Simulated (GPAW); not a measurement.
Crystal: CrO2.

```
CELL_PARAMETERS angstrom
4.42100 0.00000 0.00000
0.00000 4.42100 0.00000
0.00000 0.00000 2.91700
ATOMIC_POSITIONS crystal
Cr 0.50000 0.50000 0.50000
Cr 0.00000 0.00000 0.00000
O 0.80100 0.19900 0.50000
O 0.69900 0.69900 0.00000
O 0.19900 0.80100 0.50000
O 0.30100 0.30100 0.00000
```

Base run:

| Item | Value |
| --- | --- |
| Program | GPAW 26.7.0 |
| Functional | LDA |
| Potentials or basis | the program's PAW data sets (release 1.2.1) made for this functional |
| Cutoff | 600 eV |
| Basis | pw |
| k mesh | 5 × 5 × 7 |
| Occupations | fermi-dirac, width 0.05 eV |
| Spin | collinear spin, ferromagnetic start |
| Starting moments | [4.0, 4.0, 0.0, 0.0, 0.0, 0.0] μB |

Its results: band gap on the k mesh none (metal or under the smearing width); pressure -17.6 GPa; net moment 4.00 μB per cell; site moments Cr +1.99; O -0.04 μB; largest force 0.394 eV/Å.

Q: The run is repeated on the same cell with these changes: functional from LDA to PBE; potentials or basis from the program's PAW data sets (release 1.2.1) made for this functional to GPAW PAW data sets (gpaw-data 1.2.1). What comes out?

A: Band gap on the k mesh none (metal or under the smearing width); pressure 1.3 GPa; net moment 4.00 μB per cell; site moments Cr +2.06; O -0.06 μB; largest force 0.273 eV/Å.

Caveats: the cutoff is short for stress and forces, so pressures can be off by a GPa or more; semilocal functionals often make such compounds metallic where correlation or magnetic order opens a gap, which also shifts bond lengths; only a ferromagnetic start was run, and an antiferromagnetic order may lie lower in energy; so large a pressure means that the cell lies far from this level's equilibrium, or that cutoff or potentials fall short (some runs).

Not every run made on this cell is shown here.
